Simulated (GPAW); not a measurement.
# Te2Mo (P6_3/mmc) in GPAW: a series of runs, part 2 of 2

GPAW 26.7.0.

## (5) Band structure, PBE, spin-orbit coupling, no magnetisation

Input file run.py:

```python
import numpy as np
from ase.dft.bandgap import bandgap
from ase.io import read, write
from ase.units import GPa
from gpaw import GPAW, PW
from gpaw.spinorbit import soc_eigenstates

atoms = read('Te2Mo.xyz')

calc = GPAW(mode=PW(600),
            xc='PBE',
            kpts={'size': (7, 7, 2), 'gamma': True},
            occupations={'name': 'fermi-dirac', 'width': 0.05},
            nbands=46,
            convergence={'density': 1e-05, 'energy': 1e-05},
            maxiter=150,
            txt='gpaw.txt')
atoms.calc = calc
energy = atoms.get_potential_energy()
forces = atoms.get_forces()
stress = atoms.get_stress()
calc.write('gs.gpw')
write('result.traj', atoms)
print(f'Energy: {energy:.6f} eV')
print('Forces (eV/A):')
print(forces.round(4))
print('Stress (GPa):', (stress / GPa).round(3))
print('Fermi level:', round(calc.get_fermi_level(), 4), 'eV')
print(f'Gap: {bandgap(calc)[0]:.4f} eV, direct: {bandgap(calc, direct=True)[0]:.4f} eV')

path = atoms.cell.bandpath('GMKGALHA,LM,KH', npoints=60, eps=1e-4)
bs_calc = calc.fixed_density(kpts=path, symmetry='off', nbands=73,
                             convergence={'bands': 'CBM+6.0', 'eigenstates': 1e-6}, txt='bands.txt')
bs = bs_calc.band_structure()
bs.write('bs.json')
print(f'Gap on the path: {bandgap(bs_calc)[0]:.4f} eV')

soc = soc_eigenstates(bs_calc, theta=90, phi=0)
np.savetxt('soc_bands.dat', soc.eigenvalues(), fmt='%.4f')
mesh = soc_eigenstates('gs.gpw', theta=90, phi=0)
np.savetxt('soc_mesh.dat', mesh.eigenvalues(), fmt='%.4f')
print('Fermi level with spin-orbit coupling:', round(mesh.fermi_level, 4), 'eV')
```

Input file Te2Mo.xyz:

```xyz
6
Lattice="3.5182000000 0.0000000000 0.0000000000 -1.7591000000 3.0468505756 0.0000000000 0.0000000000 0.0000000000 13.9736000000" Properties=species:S:1:pos:R:3 pbc="T T T"
Te     1.7591000002      1.0156168584      5.2959944000
Te    -0.0000000002      2.0312337172     12.2827944000
Te     1.7591000002      1.0156168584      1.6908056000
Te    -0.0000000002      2.0312337172      8.6776056000
Mo     1.7591000002      1.0156168584     10.4802000000
Mo    -0.0000000002      2.0312337172      3.4934000000
```

Started as:

```bash
$ OMP_NUM_THREADS=1 python run.py
```

Wall time 3.9 min (1 thread of Arm Neoverse V2, shared host); peak memory 0.82 GiB.

It converged, with:

```
Free energy             : -36.9983 eV
Pressure                : 2.3 GPa
Largest force           : 0.104 eV/Å
Band gap on the k mesh  : 0.81 eV, indirect (least direct gap 1.19 eV)
Band gap along the path : 0.71 eV, indirect (least direct gap 0.95 eV)
```

Forces on the atoms (eV/Å):
```
Te   0.000  0.000  0.104
Te   0.000  0.000  0.104
Te   0.000  0.000 -0.104
Te   0.000  0.000 -0.104
Mo   0.000  0.000  0.000
Mo   0.000  0.000  0.000
```

Stress tensor (GPa, compression positive):
```
2.11 0.00 0.00
0.00 2.11 0.00
0.00 0.00 2.70
```

Levels at the corners of the path, in eV from the valence-band top:
```csv
point,band 50,band 51,band 52,band 53,band 54,band 55
Γ,-0.37,0.00,0.00,2.51,2.51,2.64
M,-0.58,-0.33,-0.33,1.21,1.21,1.27
K,-0.37,-0.04,-0.04,0.91,0.91,0.94
Γ,-0.37,0.00,0.00,2.51,2.51,2.64
A,-0.10,-0.09,-0.09,2.55,2.55,2.55
L,-0.46,-0.46,-0.46,1.24,1.24,1.24
H,-0.34,-0.12,-0.12,0.91,0.91,0.96
A,-0.10,-0.09,-0.09,2.55,2.55,2.55
L,-0.46,-0.46,-0.46,1.24,1.24,1.24
M,-0.58,-0.33,-0.33,1.21,1.21,1.27
K,-0.37,-0.04,-0.04,0.91,0.91,0.94
H,-0.34,-0.12,-0.12,0.91,0.91,0.96
```

Caveat: spin-orbit coupling was added after a scalar SCF, so levels and gaps hold it while energy, forces, pressure and moments don't; this program's spin-orbit splittings come out too wide for heavy elements; the mesh misses the band edges, which the band path finds closer together; this functional lacks dispersion, which binds the layers, so the pressure and a relaxed spacing across them are unreliable.

## (6) Overview

| level | potentials or basis | spin | k mesh | band points | eigensolver | spin axis theta (degrees) | spin axis phi (degrees) | soc after scf | gap on the mesh (eV) | pressure (GPa) | largest force (eV/Å) |
| --- | --- | --- | --- | --- | --- | --- | --- | --- | --- | --- | --- |
| revPBE | the program's PAW data sets (release 1.2.1) made for this functional, pw | off | 9 × 9 × 2 | 80 | - | - | - | - | 0.79 | 3.8 | 0.18 |
| BLYP | PAW data sets generated in the run's folder for this functional, pw | off | 9 × 9 × 2 | 80 | davidson | - | - | - | 0.81 | 8.2 | 0.35 |
| PBE | GPAW PAW data sets (gpaw-data 1.2.1), pw | off | 9 × 9 × 2 | 80 | - | - | - | - | 0.77 | 2.3 | 0.10 |
| PBE | GPAW PAW data sets (gpaw-data 1.2.1), pw | SOC, no magnetisation | 7 × 7 × 2 | 60 | - | 90 | 0 | second variation | 0.81 | 2.3 | 0.10 |

Alike in all rows: task band structure; cell as given; cutoff (eV) 600; smearing fermi-dirac 0.05 eV.

Caveats: this functional lacks dispersion, which binds the layers, so the pressure and a relaxed spacing across them are unreliable; spin-orbit coupling is left out, which moves the levels of the heavy elements (some runs); spin-orbit coupling was added after a scalar SCF, so levels and gaps hold it while energy, forces, pressure and moments don't (some runs); this program's spin-orbit splittings come out too wide for heavy elements (some runs); the mesh misses the band edges, which the band path finds closer together (some runs).

Absolute energies hang on the potentials; compare differences alone.

## (7) How close it comes

Step 2. Against the measured gap of Te2Mo, 0.88 eV (indirect; 300 K; quoted in “Broadband infrared study of pressure-tunable Fano resonance and metallization transition in 2H-MoTe2”, 2022, pmc:9569381), the calculated 0.72 eV is off by -0.16 eV. Spin-orbit coupling on Mo, Te is left out. The value is that of revPBE, without temperature or zero-point motion. Semilocal functionals fall short of measured gaps as a rule.

Step 3. A measured gap of Te2Mo is 0.88 eV (indirect; 300 K; quoted in “Broadband infrared study of pressure-tunable Fano resonance and metallization transition in 2H-MoTe2”, 2022, pmc:9569381); the calculated 0.73 eV misses it by -0.15 eV. Spin-orbit coupling on Mo, Te is left out. The value is that of BLYP, without temperature or zero-point motion. Semilocal functionals fall short of measured gaps as a rule.

Step 4. Against the measured gap of Te2Mo, 0.88 eV (indirect; 300 K; quoted in “Broadband infrared study of pressure-tunable Fano resonance and metallization transition in 2H-MoTe2”, 2022, pmc:9569381), the calculated 0.70 eV is off by -0.18 eV. Spin-orbit coupling on Mo, Te is left out. The value is that of PBE, without temperature or zero-point motion. Semilocal functionals fall short of measured gaps as a rule.

Step 5. A measured gap of Te2Mo is 0.88 eV (indirect; 300 K; quoted in “Broadband infrared study of pressure-tunable Fano resonance and metallization transition in 2H-MoTe2”, 2022, pmc:9569381); the calculated 0.71 eV misses it by -0.17 eV. The value is that of PBE, without temperature or zero-point motion. Semilocal functionals fall short of measured gaps as a rule.
